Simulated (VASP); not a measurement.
# NaI (R3m) in VASP: a series of runs, part 2 of 2

VASP 6.6.1. Earlier steps stand in the parts before.

### Step 3. Single point, HSE06 (shear_xy strain -5.2%)

The input, POSCAR:

```
NaI
1.0
   -0.0921229837      3.5431916810      3.5431916810
    3.5431916810     -0.0921229837      3.5431916810
    3.4510686973      3.4510686973      0.0000000000
Na I
1 1
Direct
   -0.0058328281     -0.0058328281      0.0058328281
    0.2558328281      0.2558328281      0.2441671719
```

The input, INCAR.step1:

```
PREC = Accurate
ENCUT = 520
EDIFF = 1E-5
ISMEAR = 0
SIGMA = 0.01
LREAL = F
LASPH = T
NELM = 100
ALGO = Normal
ISIF = 2
LWAVE = T
GGA = PE
NBANDS = 14
```

The input, INCAR.step2:

```
PREC = Accurate
ENCUT = 520
EDIFF = 1E-7
ISMEAR = 0
SIGMA = 0.01
LREAL = F
LASPH = T
NELM = 100
ALGO = Normal
ISIF = 2
LWAVE = F
LCHARG = T
GGA = PE
LHFCALC = T
HFSCREEN = 0.2079
PRECFOCK = Normal
LELF = T
LVHAR = T
ISTART = 1
NBANDS = 14
```

The input, KPOINTS:

```
Automatic mesh
0
Gamma
  4 4 4
```

Potentials or basis: VASP PAW PBE potentials, release 64 (Na_pv, I).

On the command line:

```sh
$ cat potpaw_PBE.64/Na_pv/POTCAR potpaw_PBE.64/I/POTCAR > POTCAR
$ cp INCAR.step1 INCAR
$ mpirun -np 1 vasp_std > vasp.out
$ cp INCAR.step2 INCAR
$ mpirun -np 1 vasp_std > vasp.out
```

OUTCAR:

```text
PREC = Accurate
   ENCUT = 520
   EDIFF = 1E-7
   ISMEAR = 0
   LREAL = F
   LASPH = T
   NELM = 100
   ISIF = 2
   GGA = PE
   LHFCALC = T
   HFSCREEN = 0.2079
   PRECFOCK = Normal
   ISTART = 1

 ion  position               nearest neighbor table
   1  0.994  0.994  0.006-   2 3.06   2 3.06   2 3.08   2 3.08
   2  0.256  0.256  0.244-   1 3.06   1 3.06   1 3.08   1 3.08

  LATTYP: Found a body centered orthorhombic cell.
 ALAT       =     4.8805481564
 B/A-ratio  =     1.0533880903
 C/A-ratio  =     1.4519646431

  Lattice vectors:

 A1 = (   0.0921229837,  -3.5431916810,  -3.5431916810)
 A2 = (  -0.0921229837,   3.5431916810,  -3.5431916810)
 A3 = (   3.5431916810,  -0.0921229837,   3.5431916810)

Analysis of symmetry for initial positions (statically):
=====================================================================
 Subroutine PRICEL returns:
 Original cell was already a primitive cell.

 Routine SETGRP: Setting up the symmetry group for a
 body centered orthorhombic supercell.

 Subroutine GETGRP returns: Found  4 space group operations
 (whereof  4 operations were pure point group operations)
 out of a pool of  8 trial point group operations.

The static configuration has the point symmetry C_2v.

Analysis of symmetry for dynamics (positions and initial velocities):
=====================================================================
 Subroutine PRICEL returns:
 Original cell was already a primitive cell.

 Routine SETGRP: Setting up the symmetry group for a
 body centered orthorhombic supercell.

 Subroutine GETGRP returns: Found  4 space group operations
 (whereof  4 operations were pure point group operations)
 out of a pool of  8 trial point group operations.

The dynamic configuration has the point symmetry C_2v.

 Subroutine INISYM returns: Found  4 space group operations
 (whereof  4 operations are pure point group operations),
 and found     1 'primitive' translations

----------------------------------------------------------------------------------------

                                     Primitive cell

  volume of cell :      88.9038

  direct lattice vectors                    reciprocal lattice vectors
    -0.092122984  3.543191681  3.543191681    -0.137539676  0.137539676  0.141115707
     3.543191681 -0.092122984  3.543191681     0.137539676 -0.137539676  0.141115707
     3.451068697  3.451068697  0.000000000     0.144882656  0.144882656 -0.141115707

  length of vectors
     5.011676488  5.011676488  4.880548156     0.240308068  0.240308068  0.248788286

  position of ions in fractional coordinates (direct lattice)
     0.994167172  0.994167172  0.005832828
     0.255832828  0.255832828  0.244167172

  ion indices of the primitive-cell ions
   primitive index   ion index
                 1           1
                 2           2

----------------------------------------------------------------------------------------

 KPOINTS: Automatic mesh

Automatic generation of k-mesh.
 Grid dimensions read from file:
 generate k-points for:    4    4    4

[... 45 lines left out ...]
   NGXF,Y,Z  is equivalent  to a cutoff of  26.54, 26.54, 24.53 a.u.
 SYSTEM =  unknown system
   PREC   = accura    normal or accurate (medium, high low for compatibility)
   ISTART =      1    job   : 0-new  1-cont  2-samecut
   ICHARG =      0    charge: 1-file 2-atom 10-const
   ISPIN  =      1    spin polarized calculation?
   LNONCOLLINEAR =      F non collinear calculations
   LSORBIT =      F    spin-orbit coupling
   LASPH  =      T    aspherical Exc in radial PAW
   ENCUT  =  520.0 eV  38.22 Ry    6.18 a.u.   9.32  9.32  9.07*2*pi/ulx,y,z
   NELM   =    100;   NELMIN=  2; NELMDL=  0     # of ELM steps
   EDIFF  = 0.1E-06   stopping-criterion for ELM
   LREAL  =      F    real-space projection
   EDIFFG = 0.1E-05   stopping-criterion for IOM
   NSW    =      0    number of steps for IOM
   IBRION =     -1    ionic relax: 0-MD 1-quasi-New 2-CG
   NFREE  =      0    steps in history (QN), initial steepest desc. (CG)
   ISIF   =      2    stress and relaxation
   ISYM   =      3    0-nonsym 1-usesym 2-fastsym
   POTIM  = 0.5000    time-step for ionic-motion
   TEBEG  =    0.0;   TEEND  =   0.0 temperature during run
   PSTRESS=    0.0 pullay stress
   NELECT =      14.0000    total number of electrons
   NUPDOWN=      -1.0000    fix difference up-down
   EMIN   =  10.00;   EMAX   =-10.00  energy-range for DOS
   EFERMI =   0.00;   METHOD = LEGACY
   ISMEAR =     0;   SIGMA  =   0.01  broadening in eV -4-tet -1-fermi 0-gaus
   EFERMI_NEDOS =   21; number of points for ismear=-14 and -15
   IALGO  =     38    algorithm
   IMIX   =      1    mixing-type and parameters
     AMIX     =   0.40;   BMIX     =  1.00
     AMIX_MAG =   1.60;   BMIX_MAG =  1.00
  volume/ion in A,a.u.               =      44.45       299.98
  Fermi-wavevector in a.u.,A,eV,Ry     =   0.884051  1.670615 10.633586  0.781547
  Thomas-Fermi vector in A             =   2.004899
   LORBIT       =      0    0 simple, 1 ext, 2 COOP (PROOUT), +10 PAW based schemes
   GGA     = PE    functional components
   LHFCALC =     T    Hartree Fock is set to
   PRECFOCK=normal    Normal, Fast or Accurate (Low or Medium for compatibility)
   ENCUT4O =  -1.0   cutoff for four orbital integrals eV
   NKREDX  =     1    reduce k-point grid by
   NKREDY  =     1    reduce k-point grid by
   NKREDZ  =     1    reduce k-point grid by
   AEXX    =    0.2500 exact exchange contribution
   HFSCREEN=    0.2079 screening length (either q_TF or 0.3 A-1)
   HFSCREENC=   0.2079 screening length for correlation (either q_TF or 0.3 A-1)
   ENCUTFOCK=  -1.0 apply spherical cutoff to Coloumb kernel
   IVDW    =     0    specifies the selected vdW correction
   LEPSILON=     F    determine dielectric tensor
   LRPA    =     F    only Hartree local field effects (RPA)
 non-spin polarized calculation
 Gauss-broadening in eV      SIGMA  =   0.01
  energy-cutoff  :      520.00
  volume of cell :       88.90
 maximum number of plane-waves:      2417
 NGX is ok and might be reduce to    40
  NGX = 28; NGY = 28; NGZ = 28

 number of electron      14.0000004 magnetization

 Free energy of the ion-electron system (eV)
  ---------------------------------------------------
  ext. energy  EPLUGINS =         0.00000000
  ---------------------------------------------------
  free energy    TOTEN  =        -6.14969280 eV

  energy without entropy =       -6.14969280  energy(sigma->0) =       -6.14969280

 E-fermi :  -1.6690     XC(G=0):  -5.4669

 val. band max:       -1.7578387883   @ k =   0.0000   0.0000   0.0000
 cond. band min:       2.9488010432   @ k =   0.0000   0.0000   0.0000
 fundamental gap:      4.7066398315
 Fermi energy:        -1.6689775672

 k-point     1 :       0.0000    0.0000    0.0000
  band No.  band energies     occupation
      1     -26.2531      2.00000
      2     -26.2514      2.00000
      3     -26.2498      2.00000
      4     -13.1578      2.00000
      5      -1.9104      2.00000
      6      -1.8431      2.00000
      7      -1.7578      2.00000
      8       2.9488      0.00000
      9       6.9367      0.00000
     10       7.1751      0.00000
     11       7.4160      0.00000
     12       9.0090      0.00000
     13       9.0265      0.00000
     14      10.3165      0.00000
[... 275 lines left out ...]
      1     -26.2553      2.00000
      2     -26.2523      2.00000
      3     -26.2513      2.00000
      4     -12.9587      2.00000
      5      -2.7561      2.00000
      6      -2.6079      2.00000
      7      -2.3137      2.00000
      8       5.1714      0.00000
      9       6.5654      0.00000
     10       6.8120      0.00000
     11       7.1418      0.00000
     12      10.0790      0.00000
     13      10.7685      0.00000
     14      10.8103      0.00000

------------------------ aborting loop because EDIFF is reached ----------------------------------------

  FORCE on cell =-STRESS in cart. coord.  units (eV):
  Direction    XX          YY          ZZ          XY          YZ          ZX
  --------------------------------------------------------------------------------------
  -------------------------------------------------------------------------------------
  Total        0.1050717      0.1050717      0.0958597      0.0947103      0.0000000      0.0000000
  in kB        1.8935471      1.8935471      1.7275333      1.7068186      0.0000000      0.0000000
  external PRESSURE =       1.8382092 kB  Pullay stress =       0.0000000 kB

 VOLUME and BASIS-vectors are now :
 -----------------------------------------------------------------------------
  energy-cutoff  :      520.00
  volume of cell :       88.90
      direct lattice vectors                 reciprocal lattice vectors
    -0.092122984  3.543191681  3.543191681    -0.137539676  0.137539676  0.141115707
     3.543191681 -0.092122984  3.543191681     0.137539676 -0.137539676  0.141115707
     3.451068697  3.451068697  0.000000000     0.144882656  0.144882656 -0.141115707

 POSITION                                       TOTAL-FORCE (eV/Angst)
 -----------------------------------------------------------------------------------
      3.45107      3.45107      7.04505         0.000000      0.000000     -0.002859
      1.72553      1.72553      1.81293        -0.000000     -0.000000      0.002859
 -----------------------------------------------------------------------------------
    total drift:                               -0.000007     -0.000007      0.000056

  FREE ENERGIE OF THE ION-ELECTRON SYSTEM (eV)
  ---------------------------------------------------
  free  energy   TOTEN  =        -6.1496927985 eV

  energy  without entropy=       -6.1496927985  energy(sigma->0) =       -6.14969280
```

Run time: 17 min. Hardware: 1 thread of Intel Xeon Platinum 8488C (Sapphire Rapids), shared host; peak memory 0.35 GiB.

What came out:

| Item | Value |
| --- | --- |
| Free energy | -6.1497 eV |
| Pressure | 0.2 GPa |
| Band gap on the k mesh | 4.71 eV, direct |

Forces in eV/Å, atoms in the order of the input:
```
Na   0.000  0.000 -0.003
I    0.000  0.000  0.003
```

Stress tensor (GPa, compression positive):
```
0.19 0.17 0.00
0.17 0.19 0.00
0.00 0.00 0.17
```

Caveat: the PAW data sets were made with another functional, which shifts forces and pressure a little; spin-orbit coupling is left out, which moves the levels of the heavy elements.
